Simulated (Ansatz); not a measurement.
# Al2O3 (P-6m2) in Ansatz: equation of state

Aim: energy against volume of Al2O3 in PBE, for its equilibrium volume and stiffness.

Everything below comes from runs of Ansatz 0.2.0. Logs are shortened: lines on timing, memory, paths and dates and some standing lists are left out, and cuts for length are marked.

## (1) The structure

The structure is hexagonal, space group P-6m2 (No. 187). Conventional cell: a = 2.884 Å, b = 2.884 Å, c = 9.337 Å, α = 90.00°, β = 90.00°, γ = 120.00°. Al (site symmetry 3m) is surrounded by 3 O at 1.80 Å. O (site symmetry 3m) has 3 Al at 1.80 Å as nearest neighbours. O (site symmetry -6m2) has 6 Al at 2.18 Å as nearest neighbours.

Measurements of this composition are mostly on another form, of space group No. 167.

## (2) Single point, PBE, 12.65 Å³/atom (volume scaled by 0.94)

Input file input.yaml:

```yaml
crystal:
  lattice:
    - [2.8254446524, 0.0, 0.0]
    - [-1.4127223262, 2.4469068459, 0.0]
    - [0.0, 0.0, 9.1461549695]
  atoms:
    - { symbol: Al, position: [0.0, 0.0, 0.85000767] }
    - { symbol: Al, position: [0.0, 0.0, 0.14999233] }
    - { symbol: O, position: [0.3333333333, 0.6666666667, 0.77768308] }
    - { symbol: O, position: [0.6666666667, 0.3333333333, 0.0] }
    - { symbol: O, position: [0.3333333333, 0.6666666667, 0.22231692] }
hamiltonian:
  xc: pbe
  pseudopotentials: { kind: paw }
kpoints:
  mp_grid: { grid: [11, 11, 3] }
scf:
  occupations: { method: fermi_dirac, width: 0.05 }
output:
  forces: true
  stress: true
  eigenvalues: true
```

Potentials or basis: Ansatz PAW.

Started as:

```console
$ ansatz run input.yaml --threads 2 --pin off --max-ram 5120MiB --backend cpu --events-out ev --progress --plain --runs-dir out
```

The program printed:

```text
Warning: RAYON_NUM_THREADS=2 ignored (pool sized by the plan → 2); use --threads N
Engine: ansatz 0.2.0, x86_64-unknown-linux-gnu
Pseudopotentials: kind: paw
Pseudopotential: Al, paw, valence charge 3, recommended cutoff 420 eV (normal), Al.paw.azcp
Pseudopotential: O, paw, valence charge 6, recommended cutoff 420 eV (normal), O.paw.azcp
Functional definition: PBE
  parameter kappa = 0.804
  parameter beta = 0.06672455060314922
  exchange = pbe_x(kappa = kappa, mu = beta*pi^2/3)
  correlation = pbe_c(beta = beta)
Crystal: 5 atoms, lattice volume = 63.233 Å³
Basis set: ecut = 420 eV, 1255 PW (Γ), exchange–correlation on 40×40×128 points (8 copies of the dense FFT grid, shifted against one another)
Bands: 17, of which v1, the nominal top of the filled ones, is band 12 counted from 1 (11 counted from 0)
Symmetry: 12 space group operations
Space group: P-6m2 (ITA 187), of the structure as read, at distance tolerance 4.0e-5 Å
k-points: 32 of 363 (time reversal used)
Non-local potential: Al, projectors of the file, l = 0: 2, l = 1: 2, l = 2: 1
Non-local potential: O, projectors of the file, l = 0: 2, l = 1: 2, l = 2: 1
PAW form: soft (Blöchl's): semilocal exchange-correlation on the pseudo side does not see the compensation charge
PAW one-centre angular grid: Al, 110 points (default); XC on 64 Gauss nodes
PAW one-centre angular grid: O, 110 points (default); XC on 64 Gauss nodes
Initial density: superposition of atomic densities (neutral atoms: chi_scale 0, normalization atom), corrected by the library's trained network
Initial wavefunctions: pseudopotential atomic-orbital guess
Functional: x = pbe(κ = 0.804, μ = 0.2195149727645171), c = pbe(β = 0.06672455060314922)
SCF iter   1: F=—  HF=-2783.680947 eV  |F-HF|=—  |Δ(HF+E_count)|=         —  Δρ=3.01e-3  dr2=1.51e-2  ethr=1.77e-3  ⟨swp⟩=8.2  Hψ=3895  notcnv=0
preconditioner: auto → none  [insulator: Δε(μ)=5.405 eV  Ē_g=16.557 eV  σ=0.050 eV  W_gap=1.00  n_scr=6 (ndim 8)  ℏωp=22.9 eV  f_vac=0.281  D(μ)=0.00/eV (n_scr^D=0)  ε∞_Penn≈2.9]
SCF iter   2: F=—  HF=-2783.680299 eV  |F-HF|=—  |Δ(HF+E_count)|=   6.48e-4  Δρ=2.76e-3  dr2=4.83e-3  ethr=6.29e-5  ⟨swp⟩=3.3  Hψ=1313  notcnv=0  defer=32
SCF iter   3: F=—  HF=-2783.680295 eV  |F-HF|=—  |Δ(HF+E_count)|=   4.50e-6  Δρ=9.18e-4  dr2=4.58e-4  ethr=2.01e-5  ⟨swp⟩=3.1  Hψ=1030  notcnv=0
automatic band count: iteration 3 solves 16 bands in place of 17: the levels show a gap, and the empty bands left out lie too high to hold charge; the band table lists the bands solved (type scf.n_extra_bands for more)
SCF iter   4: F=—  HF=-2783.681019 eV  |F-HF|=—  |Δ(HF+E_count)|=   7.24e-4  Δρ=3.51e-4  dr2=5.68e-5  ethr=1.91e-6  ⟨swp⟩=3.2  Hψ=1065  notcnv=0
SCF iter   5: F=—  HF=-2783.680915 eV  |F-HF|=—  |Δ(HF+E_count)|=   1.03e-4  Δρ=7.01e-5  dr2=1.38e-6  ethr=2.37e-7  ⟨swp⟩=2.6  Hψ=1000  notcnv=0
SCF iter   6: F=—  HF=-2783.680916 eV  |F-HF|=—  |Δ(HF+E_count)|=   1.38e-7  Δρ=1.72e-5  dr2=1.37e-7  ethr=5.73e-9  ⟨swp⟩=2.4  Hψ=971  notcnv=0
SCF iter   7: F=-2783.680916 eV  HF=-2783.680916 eV  |F-HF|=7.40e-9  |Δ(HF+E_count)|=   2.56e-8  Δρ=4.77e-6  dr2=1.46e-8  ethr=4.17e-10  ⟨swp⟩=7.4  Hψ=2687  notcnv=0
SCF 1 converged in 7 iterations: F = -2783.680916 eV  dr2 = 1.46e-8
SCF converged after 7 iterations
Free energy (F): -2783.680916 eV
Harris-Foulkes:  -2783.680916 eV  (|F-HF|=7.40e-9)
Internal energy: -2783.680916 eV  (E = F + TS)
E sigma→0 (E₀):  -2783.680916 eV
Fermi energy:    5.148412 eV
--- Per-component energies (eV) ---
  E_band       = -93.045305
  E_kinetic    = 592.037329
  E_local      = -2593.727503  (includes V_loc(G=0)·N_el)
  E_nonlocal   = 163.517548
  E_hartree    = 1105.304615
  E_xc         = -306.760590
  E_vxc        = -348.284208  (∫ρ·V_xc dr)
  E_paw        = -1411.425494  (= ΣΔE_a)
  E_vpaw       = -117.206817  (= ΣTr[D̂ρ^β])
  E_aug_tail   = 0.007619  (compensation charges beyond the density's cutoff)
  E_ewald      = -332.634440
  E_smearing   = -0.000000  (= −TS)
  E_closure    = 0.000000  (closes the sum)
  Σ components = -2783.680916   (vs F -2783.680916, Δ=0.00e0)
--- Forces (eV/Å), atoms counted from 1 ---
  atom   1  Al     0.00000000    -0.00000000     0.26223139
  atom   2  Al    -0.00000000    -0.00000000    -0.26223139
  atom   3  O     -0.00000000     0.00000000    -0.82796593
  atom   4  O      0.00000000    -0.00000000     0.00000000
  atom   5  O      0.00000000     0.00000000     0.82796593
  max |Σ_I F_I| component: 7.40e-17 eV/Å
--- Stress (GPa, compression-positive) ---
       11.594430       0.000000       0.000000
        0.000000      11.594430       0.000000
        0.000000       0.000000       6.676965
  P = ⅓ Tr σ = 9.9553 GPa (99.553 kbar)
--- Band table (eV; the first three rows and the last of 32) ---
  k-point 0: bands = ["-16.7160", "-15.5305", "-14.2795", "-2.8172", "0.1943", "0.8374", "0.8374", "1.1254", "1.1254", "1.8327", "1.8327", "2.1161", "7.7196", "10.0595", "10.8486", "11.8864"]
  k-point 1: bands = ["-16.7159", "-15.5308", "-14.2792", "-2.8221", "0.2247", "0.8377", "0.8377", "1.1257", "1.1257", "1.8333", "1.8333", "2.0739", "7.8573", "9.7451", "10.8293", "12.2496"]
  k-point 2: bands = ["-16.6064", "-15.4478", "-14.2386", "-2.7533", "-0.0853", "0.6608", "0.6614", "0.7317", "1.0613", "1.5035", "1.8009", "2.2850", "8.2040", "10.2867", "11.1377", "12.1939"]
  k-point 31: bands = ["-14.4030", "-14.1918", "-14.1526", "-3.3457", "-3.0194", "-1.9294", "-1.5875", "-1.5101", "-0.3764", "0.8542", "1.3379", "2.3302", "12.4855", "12.5645", "13.5088", "14.8893"]
```

It took 3.5 s on 2 threads of Intel Xeon at 2.50GHz (Skylake/Cascade Lake), shared host; peak memory 0.36 GiB.

What came out:

- Free energy: -2783.6809 eV
- Pressure: 10.0 GPa
- Largest force: 0.828 eV/Å
- Band gap on the k mesh: 5.33 eV, indirect (least direct gap 5.60 eV)

Caveat: odd divisions of the mesh miss points on the zone boundary, where band edges often lie, so the gap on the mesh can be too wide; the pressure holds a Pulay correction of +0.6 GPa for the finite cutoff.

## (3) Single point, PBE, 12.92 Å³/atom (volume scaled by 0.96)

input.yaml: that of step 2 with these lines changed.

```diff
@@ -2,5 +2,5 @@
   lattice:
-    - [2.8254446524, 0.0, 0.0]
-    - [-1.4127223262, 2.4469068459, 0.0]
-    - [0.0, 0.0, 9.1461549695]
+    - [2.8453428055, 0.0, 0.0]
+    - [-1.4226714028, 2.4641391521, 0.0]
+    - [0.0, 0.0, 9.2105666337]
   atoms:
@@ -22 +22,5 @@
   eigenvalues: true
+  write_density: true
+  write_potential: true
+  elf: true
+  volumetric_format: npy
```

Potentials or basis: Ansatz PAW.

Started as:

```console
$ ansatz run input.yaml --threads 2 --pin off --max-ram 5120MiB --backend cpu --events-out ev --progress --plain --runs-dir out
```

The program printed:

```text
Warning: RAYON_NUM_THREADS=2 ignored (pool sized by the plan → 2); use --threads N
Engine: ansatz 0.2.0, x86_64-unknown-linux-gnu
Pseudopotentials: kind: paw
Pseudopotential: Al, paw, valence charge 3, recommended cutoff 420 eV (normal), Al.paw.azcp
Pseudopotential: O, paw, valence charge 6, recommended cutoff 420 eV (normal), O.paw.azcp
Functional definition: PBE
  parameter kappa = 0.804
  parameter beta = 0.06672455060314922
  exchange = pbe_x(kappa = kappa, mu = beta*pi^2/3)
  correlation = pbe_c(beta = beta)
Crystal: 5 atoms, lattice volume = 64.578 Å³
Basis set: ecut = 420 eV, 1255 PW (Γ), exchange–correlation on 40×40×128 points (8 copies of the dense FFT grid, shifted against one another)
Bands: 17, of which v1, the nominal top of the filled ones, is band 12 counted from 1 (11 counted from 0)
Symmetry: 12 space group operations
Space group: P-6m2 (ITA 187), of the structure as read, at distance tolerance 4.0e-5 Å
k-points: 32 of 363 (time reversal used)
Non-local potential: Al, projectors of the file, l = 0: 2, l = 1: 2, l = 2: 1
Non-local potential: O, projectors of the file, l = 0: 2, l = 1: 2, l = 2: 1
PAW form: soft (Blöchl's): semilocal exchange-correlation on the pseudo side does not see the compensation charge
PAW one-centre angular grid: Al, 110 points (default); XC on 64 Gauss nodes
PAW one-centre angular grid: O, 110 points (default); XC on 64 Gauss nodes
Initial density: superposition of atomic densities (neutral atoms: chi_scale 0, normalization atom), corrected by the library's trained network
Initial wavefunctions: pseudopotential atomic-orbital guess
Functional: x = pbe(κ = 0.804, μ = 0.2195149727645171), c = pbe(β = 0.06672455060314922)
SCF iter   1: F=—  HF=-2783.748352 eV  |F-HF|=—  |Δ(HF+E_count)|=         —  Δρ=2.87e-3  dr2=1.43e-2  ethr=1.77e-3  ⟨swp⟩=8.2  Hψ=3877  notcnv=0
[... 14 lines left out ...]
E sigma→0 (E₀):  -2783.748929 eV
Fermi energy:    4.886198 eV
--- Per-component energies (eV) ---
  E_band       = -95.890964
  E_kinetic    = 589.869645
  E_local      = -2593.851803  (includes V_loc(G=0)·N_el)
  E_nonlocal   = 163.079859
  E_hartree    = 1104.666876
  E_xc         = -306.210693
  E_vxc        = -347.569847  (∫ρ·V_xc dr)
  E_paw        = -1411.002144  (= ΣΔE_a)
  E_vpaw       = -116.758418  (= ΣTr[D̂ρ^β])
  E_aug_tail   = 0.007579  (compensation charges beyond the density's cutoff)
  E_ewald      = -330.308249
  E_smearing   = -0.000000  (= −TS)
  E_closure    = 0.000000  (closes the sum)
  Σ components = -2783.748929   (vs F -2783.748929, Δ=0.00e0)
--- Forces (eV/Å), atoms counted from 1 ---
  atom   1  Al    -0.00000000     0.00000000     0.18129112
  atom   2  Al    -0.00000000     0.00000000    -0.18129112
  atom   3  O      0.00000000    -0.00000000    -0.54502310
  atom   4  O     -0.00000000     0.00000000    -0.00000000
  atom   5  O      0.00000000    -0.00000000     0.54502310
  max |Σ_I F_I| component: 3.15e-16 eV/Å
--- Stress (GPa, compression-positive) ---
        7.354549       0.000000      -0.000000
        0.000000       7.354549      -0.000000
       -0.000000      -0.000000       4.261376
  P = ⅓ Tr σ = 6.3235 GPa (63.235 kbar)
--- Band table (eV; the first three rows and the last of 32) ---
  k-point 0: bands = ["-16.7316", "-15.6094", "-14.3847", "-2.8979", "0.0508", "0.6960", "0.6960", "0.9592", "0.9592", "1.6776", "1.6776", "1.9605", "7.3646", "9.7994", "10.4509", "11.5872", "15.4989"]
  k-point 1: bands = ["-16.7315", "-15.6097", "-14.3844", "-2.9028", "0.0789", "0.6960", "0.6960", "0.9592", "0.9592", "1.6776", "1.6776", "1.9194", "7.4902", "9.4726", "10.4908", "11.9024", "15.2245"]
  k-point 2: bands = ["-16.6254", "-15.5295", "-14.3453", "-2.8359", "-0.2140", "0.4991", "0.5079", "0.5917", "0.8957", "1.3621", "1.6469", "2.1205", "7.8492", "10.0281", "10.7407", "11.8865", "15.4568"]
  k-point 31: bands = ["-14.4949", "-14.3199", "-14.2669", "-3.4210", "-3.0919", "-1.9924", "-1.6983", "-1.6513", "-0.5045", "0.7221", "1.1894", "2.1624", "12.1061", "12.1841", "13.1692", "14.5643", "15.1627"]
```

It took 5 s on 2 threads of Intel Xeon at 2.50GHz (Skylake/Cascade Lake), shared host; peak memory 0.38 GiB.

Results:

```
Free energy            : -2783.7489 eV
Pressure               : 6.3 GPa
Largest force          : 0.545 eV/Å
Band gap on the k mesh : 5.15 eV, indirect (least direct gap 5.40 eV)
```

Caveat: odd divisions of the mesh miss points on the zone boundary, where band edges often lie, so the gap on the mesh can be too wide; the pressure holds a Pulay correction of +0.6 GPa for the finite cutoff.

## (4) Single point, PBE, 13.18 Å³/atom (volume scaled by 0.98)

input.yaml: that of step 3 with these lines changed.

```diff
@@ -2,5 +2,5 @@
   lattice:
-    - [2.8453428055, 0.0, 0.0]
-    - [-1.4226714028, 2.4641391521, 0.0]
-    - [0.0, 0.0, 9.2105666337]
+    - [2.8649664795, 0.0, 0.0]
+    - [-1.4324832398, 2.4811337522, 0.0]
+    - [0.0, 0.0, 9.2740897903]
   atoms:
```

Started as:

```console
$ ansatz run input.yaml --threads 2 --pin off --max-ram 5120MiB --backend cpu --events-out ev --progress --plain --runs-dir out
```

It took 4.6 s on 2 threads of Intel Xeon at 2.50GHz (Skylake/Cascade Lake), shared host; peak memory 0.37 GiB.

It converged, with:

```
Free energy            : -2783.7882 eV
Pressure               : 3.0 GPa
Largest force          : 0.284 eV/Å
Band gap on the k mesh : 4.97 eV, indirect (least direct gap 5.21 eV)
```

Caveat: odd divisions of the mesh miss points on the zone boundary, where band edges often lie, so the gap on the mesh can be too wide; the pressure holds a Pulay correction of +0.6 GPa for the finite cutoff.

## (5) Single point, PBE, 13.45 Å³/atom

input.yaml: that of step 4 with these lines changed.

```diff
@@ -2,5 +2,5 @@
   lattice:
-    - [2.8649664795, 0.0, 0.0]
-    - [-1.4324832398, 2.4811337522, 0.0]
-    - [0.0, 0.0, 9.2740897903]
+    - [2.8843249483, 0.0, 0.0]
+    - [-1.4421624742, 2.497898678, 0.0]
+    - [0.0, 0.0, 9.33675446]
   atoms:
```

Started as:

```console
$ ansatz run input.yaml --threads 2 --pin off --max-ram 5120MiB --backend cpu --events-out ev --progress --plain --runs-dir out
```

It took 5 s on 2 threads of Intel Xeon at 2.50GHz (Skylake/Cascade Lake), shared host; peak memory 0.37 GiB.

Results (log left out):

```
Free energy            : -2783.8010 eV
Pressure               : 0.1 GPa
Largest force          : 0.042 eV/Å
Band gap on the k mesh : 4.79 eV, indirect (least direct gap 5.03 eV)
```

Caveat: odd divisions of the mesh miss points on the zone boundary, where band edges often lie, so the gap on the mesh can be too wide; the pressure holds a Pulay correction of +0.5 GPa for the finite cutoff.

## (6) Single point, PBE, 13.72 Å³/atom (volume scaled by 1.02)

input.yaml: that of step 5 with these lines changed.

```diff
@@ -2,5 +2,5 @@
   lattice:
-    - [2.8843249483, 0.0, 0.0]
-    - [-1.4421624742, 2.497898678, 0.0]
-    - [0.0, 0.0, 9.33675446]
+    - [2.9034269947, 0.0, 0.0]
+    - [-1.4517134974, 2.5144415355, 0.0]
+    - [0.0, 0.0, 9.398589073]
   atoms:
@@ -22,5 +22 @@
   eigenvalues: true
-  write_density: true
-  write_potential: true
-  elf: true
-  volumetric_format: npy
```

Potentials or basis: Ansatz PAW.

Started as:

```console
$ ansatz run input.yaml --threads 2 --pin off --max-ram 5120MiB --backend cpu --events-out ev --progress --plain --runs-dir out
```

Run time: 3.7 s. Hardware: 2 threads of Intel Xeon at 2.50GHz (Skylake/Cascade Lake), shared host; peak memory 0.37 GiB.

The run converged. Its results:

| Item | Value |
| --- | --- |
| Free energy | -2783.7901 eV |
| Pressure | -2.6 GPa |
| Largest force | 0.181 eV/Å |
| Band gap on the k mesh | 4.62 eV, indirect (least direct gap 4.84 eV) |

Caveat: odd divisions of the mesh miss points on the zone boundary, where band edges often lie, so the gap on the mesh can be too wide; the pressure holds a Pulay correction of +0.5 GPa for the finite cutoff.

## (7) Single point, PBE, 13.99 Å³/atom (volume scaled by 1.04)

input.yaml: that of step 6 with these lines changed.

```diff
@@ -2,5 +2,5 @@
   lattice:
-    - [2.9034269947, 0.0, 0.0]
-    - [-1.4517134974, 2.5144415355, 0.0]
-    - [0.0, 0.0, 9.398589073]
+    - [2.922280945, 0.0, 0.0]
+    - [-1.4611404726, 2.5307695354, 0.0]
+    - [0.0, 0.0, 9.4596205823]
   atoms:
```

Started as:

```console
$ ansatz run input.yaml --threads 2 --pin off --max-ram 5120MiB --backend cpu --events-out ev --progress --plain --runs-dir out
```

Wall time 3.7 s (2 threads of Intel Xeon at 2.50GHz (Skylake/Cascade Lake), shared host); peak memory 0.37 GiB.

Results (log left out):

```yaml
Free_energy: -2783.7578 eV
Pressure: -5.0 GPa
Largest_force: 0.388 eV/Å
Band_gap_on_the_k_mesh: 4.46 eV, indirect (least direct gap 4.67 eV)
```

Caveat: odd divisions of the mesh miss points on the zone boundary, where band edges often lie, so the gap on the mesh can be too wide; the pressure holds a Pulay correction of +0.5 GPa for the finite cutoff.

## (8) Single point, PBE, 14.26 Å³/atom (volume scaled by 1.06)

input.yaml: that of step 7 with these lines changed.

```diff
@@ -2,5 +2,5 @@
   lattice:
-    - [2.922280945, 0.0, 0.0]
-    - [-1.4611404726, 2.5307695354, 0.0]
-    - [0.0, 0.0, 9.4596205823]
+    - [2.9408947013, 0.0, 0.0]
+    - [-1.4704473507, 2.5468895212, 0.0]
+    - [0.0, 0.0, 9.5198745672]
   atoms:
```

Started as:

```console
$ ansatz run input.yaml --threads 2 --pin off --max-ram 5120MiB --backend cpu --events-out ev --progress --plain --runs-dir out
```

Wall time 3.6 s (2 threads of Intel Xeon at 2.50GHz (Skylake/Cascade Lake), shared host); peak memory 0.37 GiB.

The run converged. Its results:

```yaml
Free_energy: -2783.7061 eV
Pressure: -7.2 GPa
Largest_force: 0.579 eV/Å
Band_gap_on_the_k_mesh: 4.30 eV, indirect (least direct gap 4.50 eV)
```

Caveat: odd divisions of the mesh miss points on the zone boundary, where band edges often lie, so the gap on the mesh can be too wide; the pressure holds a Pulay correction of +0.5 GPa for the finite cutoff.

## (9) Equation of state, PBE

Potentials or basis: Ansatz PAW.

This step only gathers the single runs of the series.

What came out:

| Property | Result |
| --- | --- |
| Equilibrium volume | 13.46 Å³/atom |
| Bulk modulus at fixed shape and positions | 141 GPa |
| Pressure derivative of the bulk modulus | 4.0 |

Energy against volume, from the lowest point:
| volume (Å³/atom) | energy (meV/atom) |
| --- | --- |
| 12.647 | 24.02 |
| 12.916 | 10.41 |
| 13.185 | 2.56 |
| 13.454 | 0.00 |
| 13.723 | 2.18 |
| 13.992 | 8.64 |
| 14.261 | 18.99 |

Caveat: the cell was scaled at fixed shape and fractional positions, which overstates the stiffness of a crystal with free parameters, most of all of layers and chains.
